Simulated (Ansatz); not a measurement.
## Convergence of Sb

```
Sb
1.0
     3.08334    0.00000    0.00000
     0.00000    3.08334    0.00000
     0.00000    0.00000    3.08334
Sb
1
Direct
  0.00000 0.00000 0.00000
```

The cell is the one relaxed in the Materials Project (mp-133), not relaxed further here; entries there can be hypothetical.

No spin–orbit coupling, which matters for the heavy atoms here.

All numbers below come from DFT, PBEsol, all-electron LAPW, scalar-relativistic (Ansatz 0.2.0).

The runs use a Γ-centred 12×12×12 k mesh, Fermi–Dirac smearing of 0.05 eV, basis error target 0.5 meV/atom, no spin polarisation. One setting is then changed at a time.

| filling | energy at zero smearing less the base's (meV/atom) | P (GPa) | cutoff chosen (eV) |
| --- | --- | --- | --- |
| Fermi–Dirac 0.05 eV (base) | 0.0 | -1.21 | 214 |
| tetrahedron | -13.5 | – | 214 |
| Fermi–Dirac 0.01 eV | 0.5 | -1.13 | 214 |
| Fermi–Dirac 0.15 eV | -2.4 | -1.09 | 214 |
| Fermi–Dirac 0.28 eV | -7.0 | -0.82 | 214 |
| Methfessel–Paxton 0.2 eV | 0.1 | -1.24 | 214 |
